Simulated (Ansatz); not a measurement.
## TiAl: energy from the work of forces and stress

```yaml
crystal:
  lattice:
    - [2.86726, 0.00000, 0.00000]
    - [-1.43363, 2.48312, 0.00000]
    - [0.00000, 0.00000, 4.67808]
  atoms:
    - { symbol: Ti, position: [0.00000, 0.00000, 0.00000] }
    - { symbol: Al, position: [0.33333, 0.66667, 0.50000] }
```

Method: Ansatz, DFT PBE, scalar-relativistic, plane waves, PAW.

Plane waves to 420 eV, a k mesh through Γ of 18×18×10 on the computed 2-atom cell and Gaussian smearing (0.10 eV); no spin polarisation.

At the start the stress (GPa, compression positive, xx yy zz yz xz xy) is 0.73 0.73 -0.76 0.00 0.00 0.00 and all forces are under 0.005 eV/Å. Each variant moves atoms by u and then strains the cell by ε, so an atom ends at (r + u)(1 + ε); shears are tensor components, each standing twice in ε. The starting volume is 33.31 Å³.

Variant 1: strain (xx yy zz yz xz xy, %) 1.86 1.86 4.86 0.00 0.00 0.00. There the stress is -5.64 -5.64 -11.38 0.00 0.00 0.00 GPa.

Variant 2: strain (xx yy zz yz xz xy, %) -1.22 -1.22 -4.22 0.00 0.00 0.00. There the stress is 7.45 7.45 12.16 0.00 0.00 0.00 GPa.

Variant 3: strain (xx yy zz yz xz xy, %) -2.12 -2.12 -0.62 0.00 0.00 0.00. There the stress is 6.89 6.89 3.74 0.00 0.00 0.00 GPa.

Variant 4: strain (xx yy zz yz xz xy, %) 4.14 4.14 1.14 0.00 0.00 0.00. There the stress is -8.01 -8.01 -7.37 0.00 0.00 0.00 GPa.

**Question.** Estimate each change of free energy from forces and stresses by the trapezoid rule along the path (r + tu)(1 + tε), t from 0 to 1, and compare with the computed change.

**Answer.** The derivative of the energy along the path is −F·u(1 + tε) for the atoms and −V σ(1 + tε)⁻¹ : ε for the cell, with F, σ and V taken at t (σ positive in compression; 1 eV/Å³ = 160.2 GPa). Averaging t = 0 and t = 1 gives, in meV per atom:
| variant | work on atoms | work on cell | sum | computed |
| --- | --- | --- | --- | --- |
| 1 | 0.0 | 42.0 | 42.0 | 44.3 |
| 2 | 0.0 | 34.2 | 34.2 | 32.6 |
| 3 | 0.0 | 17.3 | 17.3 | 16.9 |
| 4 | 0.0 | 38.4 | 38.4 | 40.6 |

The rule is exact for a quadratic energy surface and overshoots a term ct³ by c/2, so the difference between the last two columns measures the net anharmonic part along the path (terms of opposite sign can cancel, and the finite basis adds a little): 2 to 6 % here.